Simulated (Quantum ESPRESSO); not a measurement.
V:

```
CELL_PARAMETERS angstrom
-1.51435 1.51435 1.51435
1.51435 -1.51435 1.51435
1.51435 1.51435 -1.51435
ATOMIC_POSITIONS crystal
V 0.00000 0.00000 0.00000
```

Base run:

| Quantity | Value |
| --- | --- |
| Program | Quantum ESPRESSO 7.5 |
| Functional | LDA |
| Potentials or basis | PseudoDojo 0.4.1 SR LDA standard |
| Cutoff | 1143 eV |
| Density cutoff | 4572 eV |
| k mesh | 12 × 12 × 12 |
| Occupations | fermi-dirac, width 0.05 eV |
| Spin | collinear spin, ferromagnetic start |
| Starting moments | [2.0] μB |

Its results: band gap on the k mesh none (metal or under the smearing width); pressure -17.6 GPa; net moment 0.00 μB per cell.

Q: The run is repeated on the same cell with these changes: functional from LDA to PBEsol; potentials or basis from PseudoDojo 0.4.1 SR LDA standard to PseudoDojo 0.4.1 SR PBEsol standard. What comes out?

A: Band gap on the k mesh none (metal or under the smearing width); pressure -11.9 GPa; net moment 0.00 μB per cell.

Caveats: so large a pressure means that the cell lies far from this level's equilibrium, or that cutoff or potentials fall short (some runs).
